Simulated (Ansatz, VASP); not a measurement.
## WS2: VASP beside Ansatz

POSCAR

```
WS2
1.0
    3.1185283984      0.0000000000      0.0000000000
   -1.5592641992      2.7007248154      0.0000000000
    0.0000000000      0.0000000000     16.6045506357
W S
1 2
Direct
    0.0000000000      0.0000000000      0.0000000000
    0.3333333333      0.6666666667      0.0920005100
    0.3333333333      0.6666666667      0.9079994900
```

INCAR.step1

```
PREC = Accurate
ENCUT = 520
ISMEAR = -1
SIGMA = 0.05
LREAL = False
LASPH = True
NELM = 60
NBANDS = 20
GGA = PE
ALGO = Normal
EDIFF = 1E-4
LWAVE = True
LCHARG = False
```

INCAR.step2

```
PREC = Accurate
ENCUT = 520
EDIFF = 1E-6
ISMEAR = -1
SIGMA = 0.05
LREAL = False
LASPH = True
NELM = 60
ALGO = Normal
ISIF = 2
LWAVE = False
LCHARG = False
METAGGA = R2SCAN
LMIXTAU = True
NBANDS = 20
ISTART = 1
```

The input KPOINTS:

```
regular mesh
0
Gamma
  10 10 2
```

The input input.yaml:

```yaml
crystal:
  lattice:
    - [3.1185283984, 0.0, 0.0]
    - [-1.5592641992, 2.7007248154, 0.0]
    - [0.0, 0.0, 16.6045506357]
  atoms:
    - { symbol: W, position: [0.0, 0.0, 0.0] }
    - { symbol: S, position: [0.3333333333, 0.6666666667, 0.09200051] }
    - { symbol: S, position: [0.3333333333, 0.6666666667, 0.90799949] }
hamiltonian:
  xc: r2scan
  pseudopotentials: { kind: paw }
kpoints:
  mp_grid: { grid: [10, 10, 2] }
scf:
  occupations: { method: fermi_dirac, width: 0.05 }
output:
  forces: true
  stress: true
  eigenvalues: true
```

Alike in both runs: task single point; functional r2SCAN; k mesh 10 × 10 × 2; occupations fermi-dirac, width 0.05 eV; no spin polarisation.

|  | VASP | Ansatz |
| --- | --- | --- |
| version | VASP 6.6.1 | Ansatz 0.2.0 |
| potentials or method | VASP PAW PBE potentials, release 64 (W_sv, S) | Ansatz PAW |
| plane-wave cutoff (eV) | 520 | 500 |
| valence electrons in the cell | 26 | 26 |

|  | VASP | Ansatz | Ansatz less VASP |
| --- | --- | --- | --- |
| gap on the k mesh at the Fermi level (eV) | 2.30 | 2.29 | -0.017 |
| least direct gap on the mesh (eV) | 2.48 | 2.47 | -0.004 |
| rms of the force components (eV/Å) | 0.583 | 0.571 | -0.0118 |

Atom by atom the forces differ by 0.012 eV/Å (rms over components). With one functional, cell and mesh, what is left measures potentials, basis and numerics.

Caveats: spin-orbit coupling is left out, which moves the levels of the heavy elements; the PAW data sets were made with another functional, which shifts forces and pressure a little (VASP); the PAW data sets come from PBE, with cores solved anew for the run's functional, which leaves a small shift of forces and pressure (Ansatz). r2SCAN opens gaps a little over a GGA but as a rule still falls short of measured ones.
